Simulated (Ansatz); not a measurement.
# AlNi: course of a relaxation

Theory: Ansatz 0.2.0, DFT r2SCAN, scalar-relativistic, plane waves, PAW. Settings: 500 eV cutoff, 18×18×18 k-mesh, Gaussian smearing of 0.10 eV, no spin polarisation.

What was changed: uniaxial strain along c, with a, b and atoms relaxed: +1.0 %.

Command:

```bash
ansatz run input.yaml --threads 1 --pin off --max-ram 2560MiB --backend cpu --events-out ev --progress --plain --runs-dir out
```

Input:

```yaml
crystal:
  lattice:
    - [2.8527823702, 0.0, 0.0]
    - [0.0, 2.8527823702, 0.0]
    - [0.0, 0.0, 2.8987175173]
  atoms:
    - { symbol: Al, position: [0.0, 0.0, 0.0] }
    - { symbol: Ni, position: [0.5, 0.5, 0.5] }
basis:
  ecutwfc: 500
kpoints:
  mp_grid: { grid: [18, 18, 18] }
hamiltonian:
  xc: r2scan
scf:
  occupations: { method: gaussian, width: 0.1 }
output:
  forces: true
  stress: true
  eigenvalues: true
relax:
  adjacent_minimum: "off"
  f_tol: 0.008
  max_steps: 40
  cell: { stress_tol: 0.015, fix: [c, angles] }
```

F is the free energy. Steps run on the plane waves of an earlier cell, but the last one, and at times one on the way, on a freshly chosen basis, so a repeated geometry can differ a little in energy. The held parts of the cell keep their stress, so P needn't end at zero.

Steps:

| step | F − F(1) (eV) | largest force component (eV/Å) | V (Å³/atom) | P (GPa) |
| --- | --- | --- | --- | --- |
| 1 | 0.0000 | 0.000 | 11.795 | -0.86 |
| 2 | -0.0001 | 0.000 | 11.777 | -0.59 |
| 3 | -0.0001 | 0.000 | 11.763 | -0.38 |
| 4 | -0.0001 | 0.000 | 11.763 | -0.39 |

Relaxed structure:

```cif
data_structure
_symmetry_space_group_name_H-M 'P 1'
_symmetry_Int_Tables_number 1
_cell_length_a 2.8489
_cell_length_b 2.8489
_cell_length_c 2.8987
_cell_angle_alpha 90.000
_cell_angle_beta 90.000
_cell_angle_gamma 90.000
_cell_volume 23.53
loop_
_atom_site_label
_atom_site_type_symbol
_atom_site_fract_x
_atom_site_fract_y
_atom_site_fract_z
_atom_site_occupancy
Al1 Al 0.00000 0.00000 0.00000 1
Ni1 Ni 0.50000 0.50000 0.50000 1
```

It takes space group P4/mmm (No. 123, tetragonal). Conventional cell: a = 2.849 Å, b = 2.849 Å, c = 2.899 Å, α = 90.00°, β = 90.00°, γ = 90.00°. Al (site symmetry 4/mmm) is surrounded by 8 Ni at 2.48 Å and 6 Al at 2.85 to 2.90 Å. Ni (site symmetry 4/mmm) is surrounded by 8 Al at 2.48 Å and 6 Ni at 2.85 to 2.90 Å.

The run converged. The run took 3.7 min on 1 thread of Intel(R) Xeon(R) Processor @ 2.50GHz (Skylake/Cascade Lake), on a shared host, peak memory 0.61 GiB.